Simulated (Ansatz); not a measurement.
Na, hcp: how the functional moves the structure

All rows: Ansatz, plane waves with scalar-relativistic PAW, 420 eV (500 eV for the SCAN forms), relaxed under each functional, no dispersion correction, no zero-point motion. B₀ comes from uniform scaling at fixed shape; a dash is a value not given.

```json
{"functional": "PBE", "V (Å³/atom)": "37.13", "cell": "a = 3.745 Å, c = 6.114 Å (c/a = 1.633)", "B₀ (GPa)": "8", "magnetic state": "spin not included", "ΔE to bcc (meV/atom)": "-1"}
{"functional": "r²SCAN", "V (Å³/atom)": "37.71", "cell": "a = 3.764 Å, c = 6.147 Å (c/a = 1.633)", "B₀ (GPa)": "8", "magnetic state": "spin not included", "ΔE to bcc (meV/atom)": "-1"}
{"functional": "LDA", "V (Å³/atom)": "33.52", "cell": "a = 3.619 Å, c = 5.909 Å (c/a = 1.633)", "B₀ (GPa)": "9", "magnetic state": "spin not included", "ΔE to bcc (meV/atom)": "-1"}
{"functional": "revPBE", "V (Å³/atom)": "39.44", "cell": "a = 3.821 Å, c = 6.240 Å (c/a = 1.633)", "B₀ (GPa)": "7", "magnetic state": "spin not included", "ΔE to bcc (meV/atom)": "-1"}
{"functional": "RPBE", "V (Å³/atom)": "39.55", "cell": "a = 3.824 Å, c = 6.245 Å (c/a = 1.633)", "B₀ (GPa)": "7", "magnetic state": "spin not included", "ΔE to bcc (meV/atom)": "-1"}
{"functional": "BLYP", "V (Å³/atom)": "37.47", "cell": "a = 3.758 Å, c = 6.129 Å (c/a = 1.631)", "B₀ (GPa)": "7", "magnetic state": "spin not included", "ΔE to bcc (meV/atom)": "-2"}
```

**Question.** What does PBEsol give?

**Answer.** V (Å³/atom): 36.40; cell: a = 3.720 Å, c = 6.075 Å (c/a = 1.633); B₀ (GPa): 8; magnetic state: spin not included; ΔE to bcc (meV/atom): -1.
